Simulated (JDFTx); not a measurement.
Set up this calculation in JDFTx 1.7.0 (patched build), as the native input.

| Item | Value |
| --- | --- |
| Task | single point |
| Functional | PBEsol |
| Potentials or basis | PseudoDojo-SR-PBEsol-0.4.1-standard with smoothed tails |
| Cutoff | 626 eV |
| Density cutoff | 5007 eV |
| k mesh | 7 × 7 × 3 |
| Occupations | fermi-dirac, width 0.05 eV |
| Spin | no spin polarisation |
| Local potential set to -Z/r beyond | 6 bohr |
| Bands | 21 |
| Density cutoff over wavefunction cutoff | 8 |
| Max SCF steps | 100 |
| SCF threshold on the energy | 1e-09 Ha |
| Solver of the electrons | scf |
| Further solve for the empty bands | yes |

Br:

```
Br
1.0
     3.36325   -2.32255    0.00000
     3.36325    2.32255    0.00000
     0.00000    0.00000    8.70230
Br
4
Direct
  0.36510 0.63490 0.39010
  0.13490 0.86510 0.89010
  0.63490 0.36510 0.60990
  0.86510 0.13490 0.10990
```

These files were run (other wordings do the same):

Br.in

```
lattice \
    6.3556213886     6.3556213886     0.0000000000 \
   -4.3889834107     4.3889834107     0.0000000000 \
    0.0000000000     0.0000000000    16.4449636543
coords-type Lattice
ion Br     0.3651000000     0.6349000000     0.3901000000 1
ion Br     0.1349000000     0.8651000000     0.8901000000 1
ion Br     0.6349000000     0.3651000000     0.6099000000 1
ion Br     0.8651000000     0.1349000000     0.1099000000 1

ion-species pseudo/Br.upf
elec-cutoff 23 184
elec-ex-corr gga-PBEsol
kpoint-folding 7 7 3
elec-smearing Fermi 0.0018374661
elec-n-bands 21
electronic-SCF nIterations 100 energyDiffThreshold 1e-09
electronic-minimize nIterations 30 energyDiffThreshold 1e-7
converge-empty-states yes
forces-output-coords Cartesian

dump-name run.$VAR
dump End Ecomponents EigStats BandEigs Kpoints Forces Stress ElecDensity
```

Potentials or basis: PseudoDojo-SR-PBEsol-0.4.1-standard with smoothed tails.

Launch:

```console
$ jdftx -c 1 -i Br.in -o Br.out
```

It gave:

```yaml
Pressure: 0.1 GPa
Largest_force: 0.739 eV/Å
Band_gap_on_the_k_mesh: 1.81 eV, indirect (least direct gap 1.82 eV)
```

Caveat: the empty levels aren't tightly converged; an odd mesh through Γ misses points on the zone boundary, where band edges often lie.

It took 81 s on 1 thread of Intel(R) Xeon(R) 6975P-C (Granite Rapids) (shared host), peak memory 0.29 GiB.
